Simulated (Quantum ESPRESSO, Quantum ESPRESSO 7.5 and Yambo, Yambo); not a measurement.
# Quasiparticle gap of CaO (Lime) in Yambo

Wanted: ground state, empty states, screening and self-energy for CaO (Lime).

Main program and level: Quantum ESPRESSO 7.5 and Yambo 5.3.0; PBE and many-body steps on it, plane waves.

### 1. Starting point

It takes space group Fm-3m (No. 225, cubic). The conventional cell has a = 4.813 Å, b = 4.813 Å, c = 4.813 Å, α = 90.00°, β = 90.00°, γ = 90.00°. Nearest to Ca lie 6 O at 2.41 Å. O has 6 Ca at 2.41 Å nearest. Farther neighbours and most contacts between anions are not listed.

As a file:

```cif
data_structure
_symmetry_space_group_name_H-M 'P 1'
_symmetry_Int_Tables_number 1
_cell_length_a 3.4033
_cell_length_b 3.4033
_cell_length_c 3.4033
_cell_angle_alpha 60.000
_cell_angle_beta 60.000
_cell_angle_gamma 60.000
_cell_volume 27.87
loop_
_atom_site_label
_atom_site_type_symbol
_atom_site_fract_x
_atom_site_fract_y
_atom_site_fract_z
_atom_site_occupancy
Ca1 Ca 0.00000 0.00000 0.00000 1
O2 O 0.50000 0.50000 0.50000 1
```

The cell and positions come from the Crystallography Open Database and are kept as given unless a step says otherwise.

### 2. Ground state

This step: Quantum ESPRESSO 7.5; DFT, PBE, plane waves, norm-conserving pseudopotentials.

The ground-state density comes first.

pw.in

```
&control
  calculation = 'scf'
  prefix = 'x'
  outdir = 'o'
  pseudo_dir = 'pseudo'
/
&system
  ibrav = 0
  nat = 2
  ntyp = 2
  ecutwfc = 72.0
  nbnd = 13
  force_symmorphic = .true.
/
&electrons
  conv_thr = 1e-10
  electron_maxstep = 80
  mixing_beta = 0.5
/
ATOMIC_SPECIES
  Ca 40.078 Ca.upf
  O 15.999 O.upf
CELL_PARAMETERS angstrom
  -0.0000000000 2.4065000000 2.4065000000
  2.4065000000 -0.0000000000 2.4065000000
  2.4065000000 2.4065000000 -0.0000000000
ATOMIC_POSITIONS crystal
  Ca 0.0000000000 0.0000000000 0.0000000000
  O 0.5000000000 0.5000000000 0.5000000000
K_POINTS automatic
  8 8 8 0 0 0
```

Launch:

```sh
> OMP_NUM_THREADS=1 mpirun -n 4 pw.x -nk 4 -in pw.in > pw.out
```

Log:

```text
Program PWSCF v.7.5 starts

     This program is part of the open-source Quantum ESPRESSO suite
     for quantum simulation of materials; please cite
         "P. Giannozzi et al., J. Phys.:Condens. Matter 21 395502 (2009);
         "P. Giannozzi et al., J. Phys.:Condens. Matter 29 465901 (2017);
         "P. Giannozzi et al., J. Chem. Phys. 152 154105 (2020);
     in publications or presentations arising from this work. More details at
     Message from routine setup:
     using ibrav=0 with symmetry is DISCOURAGED, use correct ibrav instead

     G-vector sticks info

     bravais-lattice index     =            0
     lattice parameter (alat)  =       6.4313  a.u.
     unit-cell volume          =     188.0980 (a.u.)^3
     number of atoms/cell      =            2
     number of atomic types    =            2
     number of electrons       =        16.00
     number of Kohn-Sham states=           13
     kinetic-energy cutoff     =      72.0000  Ry
     charge density cutoff     =     288.0000  Ry
     scf convergence threshold =      1.0E-10
     mixing beta               =       0.5000
     number of iterations used =            8  plain     mixing
     Exchange-correlation= PBE
                           (   1   4   3   4   0   0   0)

     celldm(1)=   6.431314  celldm(2)=   0.000000  celldm(3)=   0.000000
     celldm(4)=   0.000000  celldm(5)=   0.000000  celldm(6)=   0.000000

     crystal axes: (cart. coord. in units of alat)
               a(1) = (  -0.000000   0.707107   0.707107 )
               a(2) = (   0.707107  -0.000000   0.707107 )
               a(3) = (   0.707107   0.707107  -0.000000 )

     reciprocal axes: (cart. coord. in units 2 pi/alat)
               b(1) = ( -0.707107  0.707107  0.707107 )
               b(2) = (  0.707107 -0.707107  0.707107 )
               b(3) = (  0.707107  0.707107 -0.707107 )
     Pseudo is Norm-conserving + core correction, Zval = 10.0
     Generated using ONCVPSP code by D. R. Hamann
     Using radial grid of 1766 points,  6 beta functions with:
     Pseudo is Norm-conserving + core correction, Zval =  6.0
     Generated using ONCVPSP code by D. R. Hamann
     Using radial grid of  936 points,  5 beta functions with:
     Ca               10.00    40.07800     Ca( 1.00)
     O                 6.00    15.99900     O ( 1.00)

     48 Sym. Ops., with inversion, found

   Cartesian axes

     site n.     atom                  positions (alat units)
         1        Ca     tau(   1) = (   0.0000000   0.0000000   0.0000000  )
         2        O      tau(   2) = (   0.7071068   0.7071068   0.7071068  )

     number of k points=    29
                       cart. coord. in units 2pi/alat
        k(    1) = (   0.0000000   0.0000000   0.0000000), wk =   0.0039062
        k(    2) = (   0.0883883   0.0883883  -0.0883883), wk =   0.0312500
        k(    3) = (   0.1767767   0.1767767  -0.1767767), wk =   0.0312500
        k(    4) = (   0.2651650   0.2651650  -0.2651650), wk =   0.0312500
        k(    5) = (  -0.3535534  -0.3535534   0.3535534), wk =   0.0156250
        k(    6) = (   0.1767767   0.0000000   0.0000000), wk =   0.0234375
        k(    7) = (   0.2651650   0.0883883  -0.0883883), wk =   0.0937500
        k(    8) = (   0.3535534   0.1767767  -0.1767767), wk =   0.0937500
        k(    9) = (  -0.2651650  -0.4419417   0.4419417), wk =   0.0937500
        k(   10) = (  -0.1767767  -0.3535534   0.3535534), wk =   0.0937500
     [... 17 further rows ...]
        k(   28) = (  -0.7071068   0.1767767  -0.0000000), wk =   0.0468750
        k(   29) = (  -0.7071068   0.3535534   0.0000000), wk =   0.0234375

     Dense  grid:    15593 G-vectors     FFT dimensions: (  36,  36,  36)

     Initial potential from superposition of free atoms

     starting charge      15.9951, renormalised to      16.0000
     Starting wfcs are    9 randomized atomic wfcs +    4 random wfcs

     per-process dynamical memory:    16.9 Mb

     Self-consistent Calculation

     iteration #  1     ecut=    72.00 Ry     beta= 0.50

     total energy              =    -110.59628114 Ry
     estimated scf accuracy    <       0.48145822 Ry

     iteration #  2     ecut=    72.00 Ry     beta= 0.50

     total energy              =    -110.71699891 Ry
     estimated scf accuracy    <       0.28800116 Ry

     iteration #  3     ecut=    72.00 Ry     beta= 0.50

     total energy              =    -110.77269322 Ry
     estimated scf accuracy    <       0.00692503 Ry

     iteration #  4     ecut=    72.00 Ry     beta= 0.50

     total energy              =    -110.77376512 Ry
     estimated scf accuracy    <       0.00027714 Ry

     iteration #  5     ecut=    72.00 Ry     beta= 0.50

     total energy              =    -110.77380243 Ry
     estimated scf accuracy    <       0.00003046 Ry

     iteration #  6     ecut=    72.00 Ry     beta= 0.50

     total energy              =    -110.77380864 Ry
     estimated scf accuracy    <       0.00000819 Ry

     iteration #  7     ecut=    72.00 Ry     beta= 0.50

     total energy              =    -110.77380992 Ry
     estimated scf accuracy    <       0.00000005 Ry

     iteration #  8     ecut=    72.00 Ry     beta= 0.50

     total energy              =    -110.77380995 Ry
     estimated scf accuracy    <       0.00000001 Ry

     iteration #  9     ecut=    72.00 Ry     beta= 0.50

     total energy              =    -110.77380995 Ry
     estimated scf accuracy    <          5.0E-10 Ry

     iteration # 10     ecut=    72.00 Ry     beta= 0.50

     End of self-consistent calculation

          k = 0.0000 0.0000 0.0000 (  1917 PWs)   bands (ev):

   -29.9286 -10.6890 -10.6890 -10.6890  -7.7191   7.7452   7.7452   7.7452
    12.4596  13.9727  13.9727  13.9727  15.4630

          k = 0.0884 0.0884-0.0884 (  1946 PWs)   bands (ev):

   -29.9141 -10.8910 -10.6968 -10.6968  -7.5069   7.2177   7.5389   7.5389
    13.1379  13.9317  14.2334  14.2334  15.8247

          k = 0.1768 0.1768-0.1768 (  1949 PWs)   bands (ev):

   -29.8789 -11.2997 -10.7156 -10.7156  -7.0718   6.2299   7.0969   7.0969
    13.9975  14.5872  14.9173  14.9173  16.6964

          k = 0.2652 0.2652-0.2652 (  1925 PWs)   bands (ev):

     [... further k-points ...]

     highest occupied, lowest unoccupied level (ev):     7.7452   11.4075

!    total energy              =    -110.77380995 Ry
     estimated scf accuracy    <          9.8E-11 Ry

     The total energy is the sum of the following terms:
     one-electron contribution =     -25.33958327 Ry
     hartree contribution      =      20.74048530 Ry
     xc contribution           =     -23.24031921 Ry
     ewald contribution        =     -82.93439277 Ry

     convergence has been achieved in  10 iterations

     XML data file, charge density, pseudopotentials, collected wavefunctions

=------------------------------------------------------------------------------=
   JOB DONE.
=------------------------------------------------------------------------------=
```

Wall time 4.6 s (4 MPI ranks of Arm Neoverse V1, shared host); peak memory 0.22 GiB; 18 s of CPU time.

Numbers from this step:

```
total energy               : -1507.1545 eV
gap                        : 3.662 eV
k of the valence top       : 0, 0, 0
k of the conduction bottom : 0, -0.5, -0.5
least direct gap           : 4.037 eV
```

The gap is indirect, with the least direct gap 0.37 eV higher.

### 3. Bands along the symmetry lines

Levels along a band path, at the cheap level, show where the edges lie and whether the meshes to come will hold them.

pw.in

```
&control
  calculation = 'bands'
  prefix = 'x'
  outdir = 'o'
  pseudo_dir = 'pseudo'
/
&system
  ibrav = 0
  nat = 2
  ntyp = 2
  ecutwfc = 72.0
  nbnd = 14
  force_symmorphic = .true.
/
&electrons
  conv_thr = 1e-9
  electron_maxstep = 80
  diago_full_acc = .true.
  diago_thr_init = 5e-6
/
ATOMIC_SPECIES
  Ca 40.078 Ca.upf
  O 15.999 O.upf
CELL_PARAMETERS angstrom
  -0.0000000000 2.4065000000 2.4065000000
  2.4065000000 -0.0000000000 2.4065000000
  2.4065000000 2.4065000000 -0.0000000000
ATOMIC_POSITIONS crystal
  Ca 0.0000000000 0.0000000000 0.0000000000
  O 0.5000000000 0.5000000000 0.5000000000
K_POINTS crystal
  50
  0.00000000 0.00000000 0.00000000 1
  0.06250000 0.00000000 0.06250000 1
  0.12500000 0.00000000 0.12500000 1
  0.18750000 0.00000000 0.18750000 1
  0.25000000 0.00000000 0.25000000 1
  0.31250000 0.00000000 0.31250000 1
  0.37500000 0.00000000 0.37500000 1
  0.43750000 0.00000000 0.43750000 1
  0.50000000 0.00000000 0.50000000 1
  0.51562500 0.03125000 0.51562500 1
  0.53125000 0.06250000 0.53125000 1
  0.54687500 0.09375000 0.54687500 1
  0.56250000 0.12500000 0.56250000 1
  0.57812500 0.15625000 0.57812500 1
  0.59375000 0.18750000 0.59375000 1
  0.60937500 0.21875000 0.60937500 1
  0.62500000 0.25000000 0.62500000 1
  0.37500000 0.37500000 0.75000000 1
  0.32812500 0.32812500 0.65625000 1
  0.28125000 0.28125000 0.56250000 1
  0.23437500 0.23437500 0.46875000 1
  0.18750000 0.18750000 0.37500000 1
  0.14062500 0.14062500 0.28125000 1
  0.09375000 0.09375000 0.18750000 1
  0.04687500 0.04687500 0.09375000 1
  0.00000000 0.00000000 0.00000000 1
  0.06250000 0.06250000 0.06250000 1
  0.12500000 0.12500000 0.12500000 1
  0.18750000 0.18750000 0.18750000 1
  0.25000000 0.25000000 0.25000000 1
  0.31250000 0.31250000 0.31250000 1
  0.37500000 0.37500000 0.37500000 1
  0.43750000 0.43750000 0.43750000 1
  0.50000000 0.50000000 0.50000000 1
  0.50000000 0.46875000 0.53125000 1
  0.50000000 0.43750000 0.56250000 1
  0.50000000 0.40625000 0.59375000 1
  0.50000000 0.37500000 0.62500000 1
  0.50000000 0.34375000 0.65625000 1
  0.50000000 0.31250000 0.68750000 1
  0.50000000 0.28125000 0.71875000 1
  0.50000000 0.25000000 0.75000000 1
  0.50000000 0.21875000 0.71875000 1
  0.50000000 0.18750000 0.68750000 1
  0.50000000 0.15625000 0.65625000 1
  0.50000000 0.12500000 0.62500000 1
  0.50000000 0.09375000 0.59375000 1
  0.50000000 0.06250000 0.56250000 1
  0.50000000 0.03125000 0.53125000 1
  0.50000000 0.00000000 0.50000000 1
```

Log:

```text
[banner, memory and clock lines left out]
Program PWSCF v.7.5 starts

     Atomic positions and unit cell read from directory:
     o/x.save/

     Message from routine setup:
     using ibrav=0 with symmetry is DISCOURAGED, use correct ibrav instead

     G-vector sticks info

     bravais-lattice index     =            0
     lattice parameter (alat)  =       6.4313  a.u.
     unit-cell volume          =     188.0980 (a.u.)^3
     number of atoms/cell      =            2
     number of atomic types    =            2
     number of electrons       =        16.00
     number of Kohn-Sham states=           14
     kinetic-energy cutoff     =      72.0000  Ry
     charge density cutoff     =     288.0000  Ry
     Exchange-correlation= PBE
                           (   1   4   3   4   0   0   0)

     celldm(1)=   6.431314  celldm(2)=   0.000000  celldm(3)=   0.000000
     celldm(4)=   0.000000  celldm(5)=   0.000000  celldm(6)=   0.000000

     crystal axes: (cart. coord. in units of alat)
               a(1) = (  -0.000000   0.707107   0.707107 )
               a(2) = (   0.707107  -0.000000   0.707107 )
               a(3) = (   0.707107   0.707107  -0.000000 )

     reciprocal axes: (cart. coord. in units 2 pi/alat)
               b(1) = ( -0.707107  0.707107  0.707107 )
               b(2) = (  0.707107 -0.707107  0.707107 )
               b(3) = (  0.707107  0.707107 -0.707107 )
     Pseudo is Norm-conserving + core correction, Zval = 10.0
     Generated using ONCVPSP code by D. R. Hamann
     Using radial grid of 1766 points,  6 beta functions with:
     Pseudo is Norm-conserving + core correction, Zval =  6.0
     Generated using ONCVPSP code by D. R. Hamann
     Using radial grid of  936 points,  5 beta functions with:
     Ca               10.00    40.07800     Ca( 1.00)
     O                 6.00    15.99900     O ( 1.00)

     48 Sym. Ops., with inversion, found

   Cartesian axes

     site n.     atom                  positions (alat units)
         1        Ca     tau(   1) = (   0.0000000   0.0000000   0.0000000  )
         2        O      tau(   2) = (   0.7071068   0.7071068   0.7071068  )

     number of k points=    50
                       cart. coord. in units 2pi/alat
        k(    1) = (   0.0000000   0.0000000   0.0000000), wk =   0.0400000
        k(    2) = (   0.0000000   0.0883883   0.0000000), wk =   0.0400000
        k(    3) = (   0.0000000   0.1767767   0.0000000), wk =   0.0400000
[...]
[... 38 further rows ...]
        k(   49) = (   0.0441942   0.7071068   0.0000000), wk =   0.0400000
        k(   50) = (   0.0000000   0.7071068   0.0000000), wk =   0.0400000

     Dense  grid:    15593 G-vectors     FFT dimensions: (  36,  36,  36)

     The potential is recalculated from file :
     o/x.save/charge-density

     Starting wfcs are    9 randomized atomic wfcs +    5 random wfcs

     Band Structure Calculation

     End of band structure calculation

          k = 0.0000 0.0000 0.0000 (  1917 PWs)   bands (ev):

   -29.9285 -10.6889 -10.6889 -10.6889  -7.7192   7.7451   7.7451   7.7451
    12.4596  13.9727  13.9727  13.9727  15.4631  15.4631

          k = 0.0000 0.0884 0.0000 (  1933 PWs)   bands (ev):

   -29.9235 -10.7494 -10.6974 -10.6974  -7.6447   7.4850   7.7112   7.7112
    12.6935  13.8286  14.1214  14.1214  15.5018  15.6765

          k = 0.0000 0.1768 0.0000 (  1949 PWs)   bands (ev):

   -29.9092 -10.8953 -10.7216 -10.7216  -7.4699   6.9250   7.6270   7.6270
    13.2037  13.4527  14.5343  14.5343  15.6140  16.2639

          k = 0.0000 0.2652-0.0000 (  1952 PWs)   bands (ev):

[...]
k =-0.0000 0.4419 0.0000 (  1956 PWs)   bands (ev):

[...]
k = 0.0000 0.5303-0.0000 (  1956 PWs)   bands (ev):

[...]
k = 0.0000 0.6187-0.0000 (  1952 PWs)   bands (ev):

[...]
k = 0.2210 0.7071-0.0000 (  1936 PWs)   bands (ev):

[...]
k = 0.1326 0.7071-0.0000 (  1948 PWs)   bands (ev):

[...]
k = 0.0442 0.7071 0.0000 (  1956 PWs)   bands (ev):

   -29.7987 -11.2738 -10.9194 -10.9152  -7.4688   6.4483   7.3334   7.3484
    11.4647  15.7931  16.6468  17.1292  17.2420  19.0693

          k = 0.0000 0.7071 0.0000 (  1964 PWs)   bands (ev):

   -29.7987 -11.2772 -10.9116 -10.9116  -7.4834   6.4456   7.3706   7.3706
    11.4076  15.7678  16.6137  17.2418  17.2418  18.9650

     XML data file, pseudopotentials, collected wavefunctions
```

Run time: 3.2 s. Hardware: 4 MPI ranks; peak memory 0.19 GiB; 13 s of CPU time.

This step gave:

| Quantity | Value |
| --- | --- |
| gap | 3.662 eV |
| k of the valence top | 0, 0, 0 |
| k of the conduction bottom | 0.5, 0, 0.5 |
| least direct gap | 4.037 eV |

The gap is 3.662 eV, as in the run before at this level.

The electronic bands at the labelled points (eV, zero at the top of the highest filled band; v1 is the highest filled band, c1 the lowest empty one):

```
    point      v4     v3     v2     v1    c1    c2    c3    c4
        Γ  -15.46   0.00   0.00   0.00  4.71  6.23  6.23  6.23
  halfway  -14.95  -1.66  -0.30  -0.30  4.72  6.60  8.04  8.04
        X  -15.23  -1.30  -0.37  -0.37  3.66  8.02  8.87  9.50
  halfway  -15.12  -1.28  -0.69  -0.50  4.09  8.21  8.91  9.12
        U  -14.87  -1.32  -1.20  -0.77  5.14  7.97  8.54  9.02
jump to K  -14.87  -1.32  -1.20  -0.77  5.14  7.97  8.54  9.02
  halfway  -14.71  -1.79  -0.92  -0.55  6.10  7.02  7.20  8.02
        Γ  -15.46   0.00   0.00   0.00  4.71  6.23  6.23  6.23
  halfway  -14.82  -1.52  -0.65  -0.65  6.25  6.84  7.17  7.17
        L  -14.30  -2.61  -1.18  -1.18  7.03  8.33  8.33  8.49
  halfway  -14.58  -2.03  -1.11  -1.04  6.74  6.82  8.73  8.91
        W  -14.86  -1.27  -1.05  -1.05  6.31  6.31  8.36  9.50
  halfway  -15.04  -1.25  -0.84  -0.66  4.49  8.25  8.28  9.38
        X  -15.23  -1.30  -0.37  -0.37  3.66  8.02  8.87  9.50
```

The electronic bands as a text plot (rows in eV, shown from -8.0 to 7.7 only):

```
    7.4 |+   +  +++        +  +++++   ++    +++     ++      +
    6.7 |  ++ ++            ++  +++++    ++++++++++++++++  +
    6.1 |++  +             +  +++++++++++++++            +++
    5.4 |  +++            +        ++    ++                 +
    4.8 |++   ++         +           ++++                    +
    4.1 |       +++    ++                                     ++
    3.5 |          ++++                                         +
    2.8 |
    2.2 |
    1.5 |
    0.8 |
    0.2 |****                        ****
   -0.5 | *  **************   ********  *****                ****
   -1.1 |  ***     ****************        * ********************
   -1.8 |     *****        ******           ***       ***
   -2.4 |                                      *******
   -3.1 |
   -3.7 |
   -4.4 |
   -5.1 |
   -5.7 |
   -6.4 |
   -7.0 |
   -7.7 |
         Γ           X  U|K            Γ         L        W     X
```

(Part 1 of 3 ends here.)

[Paths, hosts, dates, memory and timing lines, banners, echoed tables and standing remarks are left out of the program output.]

[Logs are printed without paths, hosts, clocks, repeated set-up lines and the standing remarks that a program may print on its own settings, such as how far it seeks lower states.]

[Runs of the session that timed out or met a known fault of the program may be left out.]

[Hosts, paths, dates, database ids (printed as entryN), source tags and the programs' standing remarks are cut or masked in the printed files.]
